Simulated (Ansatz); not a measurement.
# TaN: the cost of one run

Method: DFT PBE, scalar-relativistic, plane waves, PAW, in Ansatz 0.2.0.

4 further runs of the same task are left out: 4 set aside as unsound or not needed.

## Step 1: The starting structure

Symmetry: P-6m2, No. 187, hexagonal system. The conventional cell has a = 2.950 Å, b = 2.950 Å, c = 2.897 Å, α = 90.00°, β = 90.00°, γ = 120.00°. Ta (site symmetry -6m2) is surrounded by 6 N at 2.24 Å. N (site symmetry -6m2) is surrounded by 6 Ta at 2.24 Å.

Structure file:

```xyz
2
Lattice="2.9505 0.0000 0.0000 -1.4752 2.5552 0.0000 0.0000 0.0000 2.8974" Properties=species:S:1:pos:R:3 pbc="T T T"
Ta    0.0000    1.7035    1.4487
N     0.0000    0.0000    0.0000
```

It is the result of an earlier relaxation at this level (volume 10.92 Å³/atom; gap on the mesh: none (metal)).

## Step 2: Phonons at Γ, at rest

input.yaml reads:

```yaml
crystal:
  lattice:
    - [2.9504707845, 0.0, 0.0]
    - [-1.4752353923, 2.5551826525, 0.0]
    - [0.0, 0.0, 2.8973536948]
  atoms:
    - { symbol: Ta, position: [0.3333333333, 0.6666666667, 0.5] }
    - { symbol: "N", position: [0.0, 0.0, 0.0] }
basis:
  ecutwfc: 420
kpoints:
  mp_grid: { grid: [18, 18, 14] }
hamiltonian:
  xc: pbe
scf:
  occupations: { method: fermi_dirac, width: 0.15 }
output:
  eigenvalues: true
phonons:
  method: dfpt
  eigenvectors: true
```

Launch:

```console
$ ansatz run input.yaml --threads 1 --pin off --max-ram 3072MiB --backend cpu --events-out ev --progress --plain --runs-dir out
```

**Question.** How long does this run take on 1 thread of Intel Xeon Platinum 8488C (Sapphire Rapids), shared host, and how much memory does it need?

About 62 s, with a peak of 0.92 GiB.
